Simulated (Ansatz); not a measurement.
How far is PAW off for Si?

```xyz
1
Lattice="-1.5415 1.5415 1.5415 1.5415 -1.5415 1.5415 1.5415 1.5415 -1.5415" Properties=species:S:1:pos:R:3 pbc="T T T"
Si    0.0000    0.0000    0.0000
```

The cell was built from the bcc type and relaxed in the same program, and has space group Im-3m; it needn't be a known or the stable phase.

All numbers are computed: DFT, PBE, PAW with Ansatz's default frozen-core files, scalar-relativistic (Ansatz 0.2.0); DFT, PBE, all-electron PAW with datasets made for the crystal, scalar-relativistic (Ansatz 0.2.0); DFT, PBE, all-electron LAPW, scalar-relativistic (Ansatz 0.2.0).

For PAW: a Γ-centred 18×18×18 k mesh, Fermi–Dirac smearing of 0.05 eV, cutoff 420 eV, no spin polarisation. The crystal-made all-electron datasets (AE datasets) take a cutoff of 180 eV at this cell. LAPW targets a basis error of 1 meV/atom. The Ansatz runs share mesh, smearing and spin set-up. Plane-wave (PAW) pressures include the program's estimate of the Pulay term.

Stress and pressure are positive in compression.

Levels count from the Fermi level.

```csv
quantity,PAW,AE datasets,LAPW
pressure (GPa),0.01,0.04,0.04
highest filled level at P (eV),-2.832,-2.833,-2.833
highest filled level at H (eV),-0.473,-0.474,-0.474
lowest empty level at H (eV),1.145,1.144,1.144
highest filled level at N (eV),-6.463,-6.464,-6.464
lowest empty level at N (eV),5.487,5.487,5.487
```

PAW's pressure differs from the LAPW value by -0.04 GPa. Datasets made for the crystal and LAPW share parts of one code, so their agreement isn't an independent check.
